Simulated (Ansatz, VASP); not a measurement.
One calculation of SiC, two programs

```
Si C
1.0
     0.00000    2.17805    2.17805
     2.17805    0.00000    2.17805
     2.17805    2.17805    0.00000
Si C
1 1
Direct
  0.00000 0.00000 0.00000
  0.25000 0.25000 0.25000
```

The cell was built by a generator and needn't be a form met in nature.

Alike in both runs: task single point; functional PBE; k mesh 10 × 10 × 10; occupations fermi-dirac, width 0.02 eV; no spin polarisation.

|  | VASP | Ansatz |
| --- | --- | --- |
| version | VASP 6.6.1 | Ansatz 0.2.0 |
| potentials or method | VASP PAW PBE potentials, release 64 (Si, C) | plane waves, PAW |
| plane-wave cutoff (eV) | 520 | 420 |
| valence electrons in the cell | 8 | 8 |

|  | VASP | Ansatz | Ansatz less VASP |
| --- | --- | --- | --- |
| gap on the k mesh at the Fermi level (eV) | 1.36 | 1.36 | +0.003 |
| pressure (GPa) | 3.5 | 3.6 | +0.06 |

The functional is the same, so the differences come from potentials, cutoffs and numerics.

A k mesh can miss the band edges.
